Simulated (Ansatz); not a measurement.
## A computed series for ZnTe: pressure series

The reference is ZnTe in the zinc blende structure (space group F-43m, No. 216; a = 6.1792 Å).

Cell and atoms are relaxed at each pressure.

Computed with PBE (Ansatz, a program for electronic structure, PAW, no spin-orbit coupling), earlier PAW set.

Candidates:
(a) pressure 15 GPa
(b) pressure 3 GPa
(c) pressure 7 GPa
(d) pressure 75 GPa
(e) pressure 100 GPa

For the base:

```
Item        Value
--------  -------
Band gap  1.07 eV
```

### Question
Order them by band gap, lowest first.

### Answer
(e) pressure 100 GPa (0.41 eV), (d) pressure 75 GPa (0.72 eV), (b) pressure 3 GPa (1.35 eV), (c) pressure 7 GPa (1.66 eV), (a) pressure 15 GPa (1.84 eV)

Spin-orbit coupling, missing from the scalar runs, can matter with Te. Load acts through the strain it causes; cell and atoms are relaxed under it. Stability against distortions was not tested. Measured, ZnTe leaves this structure (for cinnabar) near 9.5 GPa (temperature not stated; as listed in Datta, Sujoy, Jana, Debnarayan, arXiv (2020)), on rising pressure, with hysteresis.
